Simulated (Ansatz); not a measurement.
Geometry optimisation, DFT PBE-D3(BJ), scalar-relativistic, plane waves, PAW in Ansatz 0.2.0.

Input file:

```yaml
accuracy: low
crystal:
  lattice:
    - [7.22, 0.0, 0.0]
    - [0.0, 5.105311, 0.0]
    - [0.0, 0.0, 16.828983]
  atoms:
    - { symbol: Cu, position: [0.25, 0.25, 0.0594213] }
    - { symbol: Cu, position: [0.75, 0.25, 0.0594213] }
    - { symbol: Cu, position: [0.25, 0.75, 0.0594213] }
    - { symbol: Cu, position: [0.75, 0.75, 0.0594213] }
    - { symbol: Cu, position: [0.0, 0.0, 0.1352623] }
    - { symbol: Cu, position: [0.5, 0.0, 0.1352623] }
    - { symbol: Cu, position: [0.0, 0.5, 0.1352623] }
    - { symbol: Cu, position: [0.5, 0.5, 0.1352623] }
    - { symbol: Cu, position: [0.25, 0.25, 0.2111034] }
    - { symbol: Cu, position: [0.75, 0.25, 0.2111034] }
    - { symbol: Cu, position: [0.25, 0.75, 0.2111034] }
    - { symbol: Cu, position: [0.75, 0.75, 0.2111034] }
    - { symbol: Cu, position: [0.0, 0.0, 0.2869444] }
    - { symbol: Cu, position: [0.5, 0.0, 0.2869444] }
    - { symbol: Cu, position: [0.0, 0.5, 0.2869444] }
    - { symbol: Cu, position: [0.5, 0.5, 0.2869444] }
    - { symbol: Cl, position: [0.8447558, 0.5026358, 0.4770926] }
    - { symbol: H, position: [0.9362182, 0.3063772, 0.5038322] }
basis:
  ecutwfc: 420.0
kpoints:
  mp_grid: { grid: [2, 3, 1] }
hamiltonian:
  xc: pbe
  dispersion: d3bj
  pseudopotentials: { kind: paw, azcp: { folder: soft_1 } }
scf:
  occupations: { method: fermi_dirac, width: 0.15 }
  lower_state_search: "off"
relax:
  f_tol: 0.08
  max_steps: 25
  adjacent_minimum: "off"
  constraints: [{ sites: [0, 1, 2, 3] }]
```

Launched with:

```bash
$ ansatz run input.yaml --threads 4 --pin off --max-ram 10240MiB --backend cpu --events-out ev --progress --plain --runs-dir out
```

Where does it end, and by what steps?

The run converged. The threshold is loose, so the end isn't yet a minimum. The force dipped under the threshold on the way, but the program's further checks kept it going. Limits of this set-up: coarse k mesh, thin slab, slab without dipole correction, a typed lattice constant that wasn't relaxed here, low accuracy level. After 19 steps the energy has fallen by 0.516 eV; H18 moved furthest, 3.16 Å. Joined: Cu15–Cl17 (3.39 → 2.52 Å).

| step | energy less start (eV) | largest force component (eV/Å) | accepted |
| --- | --- | --- | --- |
| 0 | 0.0000 | 0.461 | yes |
| 1 | -0.1438 | 0.341 | yes |
| 2 | -0.2714 | 0.364 | yes |
| 3 | -0.3019 | 0.112 | yes |
| 4 | -0.3175 | 0.042 | yes |
| 5 | -0.3299 | 0.024 | yes |
| 6 | -0.3370 | 0.108 | yes |
| 7 | -0.3444 | 0.067 | yes |
| 8 | -0.3505 | 0.175 | yes |
| 9 | -0.3578 | 0.135 | yes |
| 10 | -0.3649 | 0.175 | yes |
| 11 | -0.3731 | 0.230 | yes |
| 12 | -0.3832 | 0.257 | yes |
| 13 | -0.3945 | 0.324 | yes |
| 14 | -0.4104 | 0.251 | yes |
| 15 | -0.4275 | 0.254 | yes |
| 16 | -0.4479 | 0.230 | yes |
| 17 | -0.4705 | 0.189 | yes |
| 18 | -0.4941 | 0.115 | yes |
| 19 | -0.5157 | 0.078 | yes |

```xyz
18
Lattice="7.2200 0.0000 0.0000 0.0000 5.1053 0.0000 0.0000 0.0000 16.8290" Properties=species:S:1:pos:R:3
Cu 1.805 1.276 1.000
Cu 5.415 1.276 1.000
Cu 1.805 3.829 1.000
Cu 5.415 3.829 1.000
Cu 0.001 0.003 2.116
Cu 3.604 -0.001 2.116
Cu -0.003 2.552 2.166
Cu 3.603 2.555 2.114
Cu 1.802 1.281 3.536
Cu 5.381 1.276 3.515
Cu 1.805 3.827 3.533
Cu 5.373 3.832 3.521
Cu -0.032 -0.005 4.597
Cu 3.589 0.010 4.680
Cu -0.063 2.562 4.678
Cu 3.602 2.548 4.675
Cl 7.946 2.191 7.047
H 9.044 1.931 6.329
```

Whether the end is a true minimum wasn't checked by a vibrational analysis.

Run time: 6.1 min on 4 threads of Arm Neoverse V1, on a shared host, peak memory 1.8 GiB.
